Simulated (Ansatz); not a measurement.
# Acetone (C3H6O): how energies converge with the basis set

One table from this session's results is given with a row withheld; the runs are named, their logs left out.

Program: Ansatz 0.2.0, Gaussian basis. Level of theory: one geometry, several basis sets. These are calculated values, not measurements.

Levels to be run: PBE0-D4/def2-SVP; ωB97M-V/def2-SVP; PBE0-D4/def2-QZVPP; ωB97M-V/def2-QZVPP; CCSD(T)/cc-pV(D+d)Z; CCSD(T)/cc-pV(T+d)Z; CCSD(T)/cc-pV(Q+d)Z; the functionals' def2-TZVPP values are taken from earlier runs.

**The geometry**

An earlier PBE0-D4 in a triple-zeta def2 set relaxation fixed the geometry.

10 atoms, charge 0, spin multiplicity 1.

Atoms are counted from 1 here; the program's logs count them from 0.

Bond lengths: C1–C2 1.506 Å, C1–H5 1.093 Å, C1–H6 1.094 Å, C1–H7 1.088 Å, C2–C3 1.506 Å, C2–O4 1.206 Å, C3–H8 1.094 Å, C3–H9 1.088 Å, C3–H10 1.093 Å. Angles: C2–C1–H5 110.6°, C2–C1–H6 109.7°, C2–C1–H7 110.1°, H5–C1–H6 106.8°, H5–C1–H7 110.1°, H6–C1–H7 109.5°, C1–C2–C3 116.4°, C1–C2–O4 121.8°, C3–C2–O4 121.8°, C2–C3–H8 109.7°, C2–C3–H9 110.1°, C2–C3–H10 110.6°, H8–C3–H9 109.5°, H8–C3–H10 106.8°, H9–C3–H10 110.1°.

Set-up of the first run:

The input, in.yaml:

```yaml
crystal:
  periodic: [false, false, false]
  atoms:
    - {symbol: C, position_ang: [-0.763494, 0.843730, -0.605477]}
    - {symbol: C, position_ang: [0.498045, 0.046709, -0.400593]}
    - {symbol: C, position_ang: [0.525133, -0.866202, 0.797142]}
    - {symbol: O, position_ang: [1.435022, 0.134763, -1.154115]}
    - {symbol: H, position_ang: [-1.637345, 0.186549, -0.611308]}
    - {symbol: H, position_ang: [-0.898528, 1.540773, 0.227049]}
    - {symbol: H, position_ang: [-0.707841, 1.399416, -1.539552]}
    - {symbol: H, position_ang: [-0.233860, -1.646081, 0.683632]}
    - {symbol: H, position_ang: [1.506749, -1.325622, 0.895784]}
    - {symbol: H, position_ang: [0.276109, -0.314035, 1.707448]}
basis:
  gaussian: {orbitals: def2-SVP}
hamiltonian: {xc: pbe0, dispersion: d4}
output: {orbitals: {seedname: orbitals}}
```

Command:

```console
$ ansatz run in.yaml --threads 2 --pin off --events-out ev --progress --plain --max-ram 32768MiB --backend cuda --devices 0, --max-vram 18GiB
```

Steps of the session up to this table: PBE0-D4 in def2-SVP; ωB97M-V in def2-SVP; PBE0-D4 in def2-QZVPP; ωB97M-V in def2-QZVPP.

One table of the session follows, with a row left open; its other results are not shown here.

It belongs to the step «Density functionals: the series». 

| functional | basis | HOMO (eV) | LUMO (eV) |
| --- | --- | --- | --- |
| PBE0-D4 | def2-SVP | -7.07 | -0.14 |
| PBE0-D4 | def2-TZVPP | -7.22 | -0.32 |
| PBE0-D4 | def2-QZVPP | ? | ? |
| ωB97M-V | def2-SVP | -9.47 | 2.21 |
| ωB97M-V | def2-TZVPP | -9.64 | 1.98 |
| ωB97M-V | def2-QZVPP | -9.67 | 1.64 |

Estimate the missing values for PBE0-D4, def2-QZVPP.

As computed: HOMO (eV): -7.25; LUMO (eV): -0.39. In the column «HOMO (eV)» it lies between ωB97M-V, def2-SVP (-9.47) and PBE0-D4, def2-TZVPP (-7.22).
